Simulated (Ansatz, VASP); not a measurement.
**Ru in VASP and in Ansatz**

The input INCAR:

```
ALGO = Normal
EDIFF = 1E-6
EDIFFG = -0.01
ENCUT = 600
GGA = RE
IBRION = 2
ISIF = 3
ISMEAR = -1
LASPH = True
LCHARG = False
LREAL = False
LWAVE = False
NELM = 60
NSW = 80
PREC = Accurate
SIGMA = 0.1
```

The input KPOINTS:

```
k-points
0
Gamma
  10 10 10
```

File POSCAR:

```
Ru
1.0
    0.0000000000      2.6351714020      2.6351714020
    2.6351714020      0.0000000000      2.6351714020
    2.6351714020      2.6351714020      0.0000000000
Ru
2
Direct
    0.1250000000      0.1250000000      0.1250000000
    0.8750000000      0.8750000000      0.8750000000
```

Input for Ansatz:

```yaml
crystal:
  lattice:
    - [0.0, 2.635171402, 2.635171402]
    - [2.635171402, 0.0, 2.635171402]
    - [2.635171402, 2.635171402, 0.0]
  atoms:
    - { symbol: Ru, position: [0.125, 0.125, 0.125] }
    - { symbol: Ru, position: [0.875, 0.875, 0.875] }
hamiltonian:
  xc: revpbe
  pseudopotentials:
    kind: paw
    azcp:
      Ru: "pseudopotentials/Ru.paw.azcp"
basis:
  ecutwfc: 420
  fft_grid_basis: typed
kpoints:
  mp_grid: { grid: [10, 10, 10], shift: [0, 0, 0] }
magnetization:
  spin_polarized: false
scf:
  occupations: { method: fermi_dirac, width: 0.1 }
relax:
  max_steps: 60
  f_tol: 0.01
  cell: {}
```

The cell was built by a generator and needn't be a form met in nature.

Alike in both runs: task relaxation of cell and atoms; functional revPBE; k mesh 10 × 10 × 10; occupations fermi-dirac, width 0.1 eV; no spin polarisation.

|  | VASP | Ansatz |
| --- | --- | --- |
| version | VASP 6.6.1 | Ansatz 0.2.0 |
| potentials or method | VASP PAW PBE potentials, release 64 (Ru_pv) | plane waves (420 eV) with PAW, scalar-relativistic |
| plane-wave cutoff (eV) | 600 | 420 |
| valence electrons in the cell | 28 | 32 |

```tsv
	VASP	Ansatz	Ansatz less VASP
relaxed volume (Å³/atom)	20.57	20.55	-0.020
relaxed cell length with the largest relative difference (Å)	3.875	3.874	-0.0013
energy change over the relaxation (meV/atom)	-154	-150	+4.2
```

The two sets of potentials don't hold the same shells in valence.

Caveats: the PAW data sets were made with another functional, which shifts forces and pressure a little (VASP).
